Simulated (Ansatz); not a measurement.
Geometry optimisation, Ansatz 0.2.0, DFT PBEsol, scalar-relativistic, plane waves, PAW.

Input:

```yaml
crystal:
  lattice:
    - [6.965, 0.0, 0.0]
    - [0.0, 6.965, 0.0]
    - [0.0, 0.0, 6.965]
  atoms:
    - { symbol: Sr, position: [0.0, 0.0, 0.0] }
    - { symbol: Cl, position: [0.25, 0.25, 0.25] }
    - { symbol: Cl, position: [0.75, 0.75, 0.75] }
    - { symbol: Sr, position: [0.5, 0.5, 0.0] }
    - { symbol: Cl, position: [0.75, 0.75, 0.25] }
    - { symbol: Cl, position: [0.25, 0.25, 0.75] }
    - { symbol: Sr, position: [0.5, 0.0, 0.5] }
    - { symbol: Cl, position: [0.75, 0.25, 0.75] }
    - { symbol: Cl, position: [0.25, 0.75, 0.25] }
    - { symbol: Sr, position: [0.0, 0.5, 0.5] }
    - { symbol: Cl, position: [0.25, 0.75, 0.75] }
    - { symbol: Cl, position: [0.75, 0.25, 0.25] }
    - { symbol: H, position: [-0.00315039, 0.13231115, 0.50828428] }
total_charge: 1
basis:
  ecutwfc: 420.0
kpoints:
  mp_grid: { grid: [2, 2, 2] }
hamiltonian:
  xc: pbesol
scf:
  occupations: { method: gaussian, width: 0.05 }
  lower_state_search: "off"
relax:
  f_tol: 0.03
  max_steps: 60
  adjacent_minimum: "off"
output:
  write_density: true
  write_potential: true
  elf: true
  volumetric_format: npy
```

Launched with:

```bash
$ ansatz run input.yaml --threads 2 --pin off --max-ram 5120MiB --backend cpu --events-out ev --progress --plain --runs-dir out
```

Task: Where does it end, and by what steps?

Result: It converged. Limits of this set-up: charged cell in a uniform background, uncorrected. After 14 steps the energy has fallen by 2.992 eV; H13 moved furthest, 1.73 Å. Joined: Cl6–H13 (2.57 → 1.55 Å), Cl8–H13 (2.54 → 1.57 Å).

```json
{"step": "0", "energy less start (eV)": "0.0000", "largest force component (eV/Å)": "0.988", "accepted": "yes"}
{"step": "1", "energy less start (eV)": "-0.6015", "largest force component (eV/Å)": "0.764", "accepted": "yes"}
{"step": "2", "energy less start (eV)": "-0.9043", "largest force component (eV/Å)": "0.911", "accepted": "yes"}
{"step": "3", "energy less start (eV)": "-1.3038", "largest force component (eV/Å)": "1.694", "accepted": "yes"}
{"step": "4", "energy less start (eV)": "-1.8736", "largest force component (eV/Å)": "1.799", "accepted": "yes"}
{"step": "5", "energy less start (eV)": "-2.2109", "largest force component (eV/Å)": "1.652", "accepted": "yes"}
{"step": "6", "energy less start (eV)": "-2.5720", "largest force component (eV/Å)": "0.380", "accepted": "yes"}
{"step": "7", "energy less start (eV)": "-2.6855", "largest force component (eV/Å)": "0.233", "accepted": "yes"}
{"step": "8", "energy less start (eV)": "-2.7567", "largest force component (eV/Å)": "0.214", "accepted": "yes"}
{"step": "9", "energy less start (eV)": "-2.8133", "largest force component (eV/Å)": "0.368", "accepted": "yes"}
{"step": "10", "energy less start (eV)": "-2.9047", "largest force component (eV/Å)": "0.192", "accepted": "yes"}
{"step": "11", "energy less start (eV)": "-2.9641", "largest force component (eV/Å)": "0.213", "accepted": "yes"}
{"step": "12", "energy less start (eV)": "-2.9738", "largest force component (eV/Å)": "0.181", "accepted": "yes"}
{"step": "13", "energy less start (eV)": "-2.9859", "largest force component (eV/Å)": "0.062", "accepted": "yes"}
{"step": "14", "energy less start (eV)": "-2.9916", "largest force component (eV/Å)": "0.028", "accepted": "yes"}
```

```xyz
13
Lattice="6.9650 0.0000 0.0000 0.0000 6.9650 0.0000 0.0000 0.0000 6.9650" Properties=species:S:1:pos:R:3
Sr -0.049 -0.230 0.047
Cl 1.650 1.681 1.620
Cl 5.127 5.149 5.099
Sr 3.429 3.499 -0.050
Cl 5.143 5.165 1.615
Cl 1.761 1.680 5.098
Sr 3.440 -0.134 3.282
Cl 5.608 1.659 5.075
Cl 1.754 5.166 1.618
Sr -0.051 3.595 3.186
Cl 1.650 5.168 5.098
Cl 5.127 1.683 1.599
H 0.216 1.664 5.079
```

Whether the end is a true minimum wasn't checked by a vibrational analysis.

The run took 29 s on 2 threads of Intel(R) Xeon(R) Platinum 8488C (Sapphire Rapids), on a shared host, peak memory 0.72 GiB.
